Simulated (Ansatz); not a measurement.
The system is KCl (Sylvite).

```
CELL_PARAMETERS angstrom
0.00000 3.14647 3.14647
3.14647 0.00000 3.14647
3.14647 3.14647 0.00000
ATOMIC_POSITIONS crystal
K 0.00000 0.00000 0.00000
Cl 0.50000 0.50000 0.50000
```

Base run:

```yaml
Program: Ansatz 0.2.0
Functional: PBE
Potentials_or_basis: Ansatz PAW
Cutoff: "420 eV (not typed: the program's choice for these potentials)"
k_mesh: 7 × 7 × 7
Occupations: fermi-dirac, width 0.05 eV
Spin: no spin polarisation
```

Its results: band gap on the k mesh 5.19 eV, direct; pressure 0.8 GPa.

Q: The run is repeated on the same cell with these changes: functional from PBE to PBEsol. What comes out?

A: Band gap on the k mesh 5.03 eV, direct; pressure -0.4 GPa.

PBEsol binds more tightly than PBE, so the same cell stands under less pressure.

Caveats: the PAW data sets come from PBE, with cores solved anew for the run's functional, which leaves a small shift of forces and pressure (some runs).
